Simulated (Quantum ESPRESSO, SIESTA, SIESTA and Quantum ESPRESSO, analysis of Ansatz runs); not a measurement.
## Levels of Mg_Al in AlN (P6_3mc), rung by rung (SIESTA and Quantum ESPRESSO)

We place the charge-transition levels of Mg_Al in AlN (P6_3mc) with atom-centred orbitals, then repeat the energies at other levels of method to see what holds. Model: a cell of 72 host atoms with 1 Al taken out and 1 Mg put in.

Method: SIESTA numerical-orbital DFT, PBEsol, DZP basis, PseudoDojo 0.4.1 potentials converted to PSML; charged supercells in a uniform background, point-charge correction with alignment at far sites, in SIESTA and Quantum ESPRESSO.

### 1. The structure

The cell holds 72 atoms: 35 Al, 36 N and 1 Mg. Its edges and angles: a = 9.367 Å, b = 9.367 Å, c = 10.011 Å, α = 90.0°, β = 90.0°, γ = 120.0°. It derives from AlN (space group P6_3mc). Nearest the centre at fractional (0.444, 0.556, 0.500): Mg34 at 0.00 Å, N11 at 1.90 Å, N43 at 1.90 Å, N35 at 1.90 Å, N40 at 1.91 Å, Al33 at 3.08 Å, Al37 at 3.08 Å, Al9 at 3.08 Å.

Coordinates:

```
CELL_PARAMETERS angstrom
9.36706 -0.00002 0.00000
-4.68354 8.11210 0.00000
0.00000 0.00000 10.01083
ATOMIC_POSITIONS crystal
Al 0.22222 0.11111 0.24963
Al 0.11111 0.22222 0.49963
N 0.22222 0.11111 0.44036
N 0.11111 0.22222 0.19036
Al 0.22222 0.11111 0.74963
Al 0.11111 0.22222 0.99963
N 0.22222 0.11111 0.94036
N 0.11111 0.22222 0.69036
Al 0.22222 0.44444 0.24963
Al 0.11111 0.55556 0.49963
N 0.22222 0.44444 0.44036
N 0.11111 0.55556 0.19036
Al 0.22222 0.44444 0.74963
Al 0.11111 0.55556 0.99963
N 0.22222 0.44444 0.94036
N 0.11111 0.55556 0.69036
Al 0.22222 0.77778 0.24963
Al 0.11111 0.88889 0.49963
N 0.22222 0.77778 0.44036
N 0.11111 0.88889 0.19036
Al 0.22222 0.77778 0.74963
Al 0.11111 0.88889 0.99963
N 0.22222 0.77778 0.94036
N 0.11111 0.88889 0.69036
Al 0.55556 0.11111 0.24963
Al 0.44444 0.22222 0.49963
N 0.55556 0.11111 0.44036
N 0.44444 0.22222 0.19036
Al 0.55556 0.11111 0.74963
Al 0.44444 0.22222 0.99963
N 0.55556 0.11111 0.94036
N 0.44444 0.22222 0.69036
Al 0.55556 0.44444 0.24963
Mg 0.44444 0.55556 0.49963
N 0.55556 0.44444 0.44036
N 0.44444 0.55556 0.19036
Al 0.55556 0.44444 0.74963
Al 0.44444 0.55556 0.99963
N 0.55556 0.44444 0.94036
N 0.44444 0.55556 0.69036
Al 0.55556 0.77778 0.24963
Al 0.44444 0.88889 0.49963
N 0.55556 0.77778 0.44036
N 0.44444 0.88889 0.19036
Al 0.55556 0.77778 0.74963
Al 0.44444 0.88889 0.99963
N 0.55556 0.77778 0.94036
N 0.44444 0.88889 0.69036
Al 0.88889 0.11111 0.24963
Al 0.77778 0.22222 0.49963
N 0.88889 0.11111 0.44036
N 0.77778 0.22222 0.19036
Al 0.88889 0.11111 0.74963
Al 0.77778 0.22222 0.99963
N 0.88889 0.11111 0.94036
N 0.77778 0.22222 0.69036
Al 0.88889 0.44444 0.24963
Al 0.77778 0.55556 0.49963
N 0.88889 0.44444 0.44036
N 0.77778 0.55556 0.19036
Al 0.88889 0.44444 0.74963
Al 0.77778 0.55556 0.99963
N 0.88889 0.44444 0.94036
N 0.77778 0.55556 0.69036
Al 0.88889 0.77778 0.24963
Al 0.77778 0.88889 0.49963
N 0.88889 0.77778 0.44036
N 0.77778 0.88889 0.19036
Al 0.88889 0.77778 0.74963
Al 0.77778 0.88889 0.99963
N 0.88889 0.77778 0.94036
N 0.77778 0.88889 0.69036
```

The host's dielectric constants go in as inputs: (4.46, 4.46, 4.69) for the electrons alone, (8.01, 8.01, 9.50) with the ions, from a response run on this crystal (DFPT, PBEsol, Quantum ESPRESSO) at that run's own cell.

The cell's shortest repeat is 9.4 Å.

The primitive cell was relaxed at this level beforehand, to 42.26 Å³.

The defect-free supercell was relaxed beforehand, from displaced atoms: they ended at most 0.01 Å from the sites they started about, so the symmetric structure holds.

### 2. Band edges

Levels are counted from the valence top, which comes from the unit cell, dense mesh; the energy of the host comes from the defect-free supercell at the defects' own k-points, so that the host's part of the sampling error cancels.

File host.fdf:

```
SystemName                      AlN
SystemLabel                     host
NumberOfSpecies                 2
NumberOfAtoms                   4
%block ChemicalSpeciesLabel
  1   13 Al
  2    7 N
%endblock ChemicalSpeciesLabel
LatticeConstant                 1.0 Ang
%block LatticeVectors
     3.122353000    -0.000006000     0.000000000
    -1.561181000     2.704034000     0.000000000
     0.000000000     0.000000000     5.005415000
%endblock LatticeVectors
AtomicCoordinatesFormat         Fractional
%block AtomicCoordinatesAndAtomicSpecies
     0.666665682     0.333334566     0.499261899  1
     0.333334318     0.666665434     0.999261799  1
     0.666667319     0.333332717     0.880714386  2
     0.333332681     0.666667283     0.380714486  2
%endblock AtomicCoordinatesAndAtomicSpecies
%block kgrid.MonkhorstPack
   12   0   0  0.00
    0  12   0  0.00
    0   0   6  0.00
%endblock kgrid.MonkhorstPack
XC.Functional                   GGA
XC.Authors                      PBEsol
PAO.BasisSize                   DZP
PAO.EnergyShift                 0.005 Ry
Mesh.Cutoff                     300 Ry
OccupationFunction              FD
ElectronicTemperature           0.01 eV
MaxSCFIterations                150
SCF.MustConverge                true
SCF.Mixer.Method                Pulay
SCF.Mixer.Weight                0.2
SCF.Mixer.History               10
SCF.DM.Tolerance                1.0e-4
SCF.H.Tolerance                 1.0e-3 eV
WriteForces                     true
Charge.Mulliken                 end
```

The run is started by

```bash
$ OMP_NUM_THREADS=1 siesta host.fdf > host.out
```

The program printed:

```text
Version         : 5.4.2

                           ***********************
                           *  WELCOME TO SIESTA  *
                           ***********************

[...]
reinit: Reading from file host.fdf

reinit: -----------------------------------------------------------------------
reinit: System Name: AlN
reinit: -----------------------------------------------------------------------
reinit: System Label: host
reinit: -----------------------------------------------------------------------

initatom: Reading input for the pseudopotentials and atomic orbitals ----------
Species number:   1 Atomic number:   13 Label: Al
Species number:   2 Atomic number:    7 Label: N

[... pseudopotential checks and orbital generation ...]

prinput: Basis input

PAO.BasisType split

%block ChemicalSpeciesLabel
    1   13 Al                      # Species index, atomic number, species label
    2    7 N                       # Species index, atomic number, species label
%endblock ChemicalSpeciesLabel

%block PAO.Basis                 # Define Basis set
# WARNING: This information might be incomplete!
[...]
(Free)E + p*V (eV/cell)     -693.9155
Target enthalpy (eV/cell)     -693.9241
[...]
siesta: Final energy (eV):
siesta:  Band Struct. =    -214.954279
siesta:       Kinetic =     440.615373
siesta:       Hartree =     152.955617
siesta:         Exch. =    -206.292368
siesta:         Corr. =     -22.097524
siesta:   Exch.-corr. =    -228.389891
siesta:  Ion-electron =    -712.026078
siesta:       Ion-ion =    -347.079087
siesta:         Total =    -693.924066
siesta:         Fermi =      -6.458075
[...]
siesta: Stress tensor (static) (eV/Ang**3):
siesta:    -0.000547    0.000008   -0.000000
siesta:     0.000008   -0.000538    0.000000
siesta:    -0.000000    0.000000    0.000479
[...]
siesta: Cell volume =         42.260415 Ang**3
[...]
siesta: Pressure (static):
siesta:                Solid            Molecule  Units
siesta:           0.00000220          0.00000216  Ry/Bohr**3
siesta:           0.00020212          0.00019799  eV/Ang**3
siesta:           0.32383567          0.31722074  kBar
[...]
mulliken: Qtot =       16.000

Mulliken Atomic Populations:
Atom #   charge [q] valence [e]  Species
     1     0.213178    2.786822  Al
     2     0.213179    2.786821  Al
     3    -0.213178    5.213178  N
     4    -0.213178    5.213178  N
 Total    -0.000000

Job completed
```

Wall time 59 s (1 MPI rank of Arm Neoverse V1, shared host); peak memory 0.25 GiB.

The gap at this level is 4.15 eV.

Test of the sampling: at one point at (¼, ¼, ¼) the host's energy lies 16 meV an atom below its value on the primitive cell's dense mesh, close enough for the relaxations, while formation energies at this sampling may be off by a tenth of an eV or more.

(Part 1 of 4 ends here.)

[Logs are printed without paths, hosts, clocks, repeated set-up lines and the standing remarks that a program may print on its own settings, such as how far it seeks lower states.]

[Hosts, paths, dates, database ids (printed as entryN), source tags and the programs' standing remarks are cut or masked in the printed files.]

[For some hosts the program warned that the k-mesh of the response run may be too coarse for force constants and the static dielectric constant; such warnings are not shown here.]

[Charge tables in the logs are Mulliken or Hirshfeld populations, whose sizes and signs can differ; where basis functions stand at a vacancy, SIESTA counts their charge against the missing atom's valence.]

[In relaxation paths of CP2K, step 0 can be the structure after the first move, since the trajectory file begins there, and the last row can be the final structure solved once more.]
